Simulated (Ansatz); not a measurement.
## Where the states of AgBr lie

Space group Fm-3m (No. 225). a = 5.841 Å, b = 5.841 Å, c = 5.841 Å, α = 90.00°, β = 90.00°, γ = 90.00°
| atom | site | symmetry | x | y | z |
| --- | --- | --- | --- | --- | --- |
| Ag | 4a | m-3m | 0.0000 | 0.0000 | 0.0000 |
| Br | 4b | m-3m | 0.5000 | 0.0000 | 0.0000 |

The runs use the primitive cell with vectors (0.000, 2.920, 2.920), (2.920, 0.000, 2.920), (2.920, 2.920, 0.000) Å, to which the k mesh refers.

The cell was built from the rocksalt type and relaxed in the same program, and has space group Fm-3m; it needn't be a known or the stable phase.

Computed with DFT, PBE, all-electron LAPW, scalar-relativistic (Ansatz 0.2.0).

The runs use a Γ-centred 13×13×13 k mesh, Fermi–Dirac smearing of 0.03 eV, basis error target 0.25 meV/atom, no spin polarisation.

Task: Which of the resolved shells contributes most in the top eV of the valence band?

Result: Br 4p, with 56 % of all states there; Ag 4d follows with 42 %.

Task: Where is the centre of the filled Ag 4d states between -14 eV and the top of the filled states?

Result: -2.40 eV from the valence-band top.

Task: Tabulate the density of states.

Result: States per eV and cell, averaged over 0.6 eV, from -5.2 to 6.6 eV, with energies (bin centres) from the valence-band top; empty bins are left out. The partial columns, the largest 4 alone, are projections on Löwdin-orthogonalised atomic shells (those that the program's projection atoms carry: the occupied ones and, for some elements, an empty d or f shell; other empty shells have no column), summed over atoms of an element. Weights on diffuse s and p shells depend on that basis and aren't pure angular character.
```
E (eV)  total  Ag 4d  Br 4p  Ag 5s  Br 4s
  -5.0   0.07   0.01   0.05   0.02   0.00
  -4.4   2.15   0.45   1.36   0.32   0.01
  -3.8   4.68   2.05   2.51   0.09   0.01
  -3.2   2.82   1.52   1.26   0.02   0.00
  -2.6   5.80   5.54   0.23   0.01   0.01
  -2.0   5.52   4.45   0.86   0.16   0.03
  -1.4   2.43   1.18   1.16   0.05   0.02
  -0.8   1.90   0.83   1.00   0.03   0.01
  -0.2   1.28   0.53   0.74   0.00   0.00
   1.0   0.02   0.00   0.00   0.01   0.00
   1.6   0.06   0.00   0.01   0.04   0.01
   2.2   0.26   0.00   0.03   0.20   0.01
   2.8   0.51   0.00   0.09   0.36   0.02
   3.4   0.91   0.01   0.18   0.60   0.03
   4.0   1.10   0.01   0.19   0.61   0.02
   4.6   0.48   0.00   0.07   0.21   0.00
   5.2   0.42   0.00   0.04   0.09   0.00
   5.8   0.90   0.00   0.05   0.10   0.00
   6.4   0.89   0.00   0.02   0.04   0.00
```
